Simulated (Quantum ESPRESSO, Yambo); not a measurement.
An input for Quantum ESPRESSO 7.5 (CdS (Hawleyite)):

```
&control
  calculation = 'nscf'
  prefix = 'x'
  outdir = 'o'
  pseudo_dir = 'pseudo'
/
&system
  ibrav = 0
  nat = 2
  ntyp = 2
  ecutwfc = 94.0
  nbnd = 194
  force_symmorphic = .true.
/
&electrons
  conv_thr = 1e-9
  electron_maxstep = 80
  diago_full_acc = .true.
  diago_thr_init = 5e-6
/
ATOMIC_SPECIES
  Cd 112.41 Cd.upf
  S 32.06 S.upf
CELL_PARAMETERS angstrom
  -0.0000000000 2.9165000000 2.9165000000
  2.9165000000 -0.0000000000 2.9165000000
  2.9165000000 2.9165000000 -0.0000000000
ATOMIC_POSITIONS crystal
  Cd 0.0000000000 0.0000000000 0.0000000000
  S 0.2500000000 0.2500000000 0.2500000000
K_POINTS automatic
  4 4 4 0 0 0
```

```sh
OMP_NUM_THREADS=1 mpirun -n 4 pw.x -nk 4 -in pw.in > pw.out
```

Estimate wall time and host memory on 4 MPI ranks of Arm Neoverse V2, shared host.

It took 19 s; on shared hardware allow 9.5 s to 38 s. Peak host memory was 0.55 GiB.

[Paths, hosts, dates, memory and timing lines, banners, echoed tables and standing remarks are left out of the program output.]

[Logs are printed without paths, hosts, clocks, repeated set-up lines and the standing remarks that a program may print on its own settings, such as how far it seeks lower states.]

[Runs of the session that timed out or met a known fault of the program may be left out.]

[Hosts, paths, dates, database ids (printed as entryN), source tags and the programs' standing remarks are cut or masked in the printed files.]
